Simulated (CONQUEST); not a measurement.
Crystal: Pd.

```xyz
2
Lattice="2.7528 0.0000 0.0000 0.0000 2.7528 0.0000 0.0000 0.0000 3.8930" Properties=species:S:1:pos:R:3 pbc="T T T"
Pd    0.0000    0.0000    0.0000
Pd    1.3764    1.3764    1.9465
```

Program: CONQUEST 1.3. Alike in all runs: task single point; cell as given; smearing fermi-dirac 0.05 eV.

Order these runs on this cell by their pressure, lowest first.
A. level PBE; potentials or basis PseudoDojo NC PBE, DZP, grid cutoff 120 Ha; spin off; k mesh 8 × 8 × 6
B. level PBE; potentials or basis PseudoDojo NC PBE, SZP, grid cutoff 120 Ha; spin off; k mesh 12 × 12 × 9
C. level PW91; potentials or basis PseudoDojo NC PBEsol, DZ, grid cutoff 100 Ha; spin collinear, ferrimagnetic start; k mesh 7 × 7 × 5
D. level PBE; potentials or basis PseudoDojo NC PBE, SZ, grid cutoff 120 Ha; spin off; k mesh 8 × 8 × 6

C (6.7 GPa), A (9.5 GPa), B (14.1 GPa), D (26.5 GPa).

Caveats: the basis of atomic orbitals isn't converged, which shifts pressures, moduli and gaps; the atomic basis is small (some runs); the real-space grid breaks the cell's symmetry a little (some runs); the potentials were made for another functional, which shifts forces and pressure (some runs); the box holds several primitive cells, so bands are folded and the points are those of the box's own zone (some runs); so large a pressure means that the cell lies far from this level's equilibrium, or that cutoff or potentials fall short (some runs).
